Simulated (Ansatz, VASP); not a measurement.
**Lu in VASP and in Ansatz**

The input INCAR:

```
SYSTEM = Lu
  PREC = Accurate
  ENCUT = 520
  EDIFF = 1E-6
  ISMEAR = -1
  SIGMA = 0.05
  LREAL = .False.
  LASPH = .True.
  NELM = 80
  ALGO = Normal
  ISIF = 2
  LWAVE = .False.
  LCHARG = .False.
  GGA = PE
  NBANDS = 18
```

KPOINTS

```
regular mesh
0
Gamma
  10 10 10
  0 0 0
```

File POSCAR:

```
Lu
1.0
   -1.9541071088      1.9541071088      1.9541071088
    1.9541071088     -1.9541071088      1.9541071088
    1.9541071088      1.9541071088     -1.9541071088
Lu
1
Direct
    0.0000000000      0.0000000000      0.0000000000
```

File input.yaml:

```yaml
crystal:
  lattice:
    - [-1.9541071088, 1.9541071088, 1.9541071088]
    - [1.9541071088, -1.9541071088, 1.9541071088]
    - [1.9541071088, 1.9541071088, -1.9541071088]
  atoms:
    - { symbol: Lu, position: [0.0, 0.0, 0.0] }
kpoints:
  mp_grid: { grid: [10, 10, 10] }
scf:
  occupations: { method: fermi_dirac, width: 0.05 }
hamiltonian:
  xc: pbe
  pseudopotentials: { kind: all_electron, lapw: { basis_error: 0.0005 } }
output:
  forces: true
  stress: true
  eigenvalues: true
```

Alike in both runs: task single point; functional PBE; k mesh 10 × 10 × 10; occupations fermi-dirac, width 0.05 eV; no spin polarisation.

|  | VASP | Ansatz |
| --- | --- | --- |
| version | VASP 6.6.1 | Ansatz 0.2.0 |
| potentials or method | VASP PAW PBE potentials, release 64 (Lu) | all-electron LAPW, scalar-relativistic |
| plane-wave cutoff (eV) | 520 | see its input |

VASP gave:

- gap on the k mesh at the Fermi level (eV): none
- pressure (GPa): -0.1

Task: What did Ansatz give for the same quantities?

Result: gap on the k mesh at the Fermi level (eV): none; pressure (GPa): -0.4.

A gap of «none» marks a metal or a gap that the smearing closes. Ansatz ran all-electron here, so the differences hold the error of VASP's frozen core and of both bases.

Spin-orbit coupling is left out, which matters for the levels of Lu.
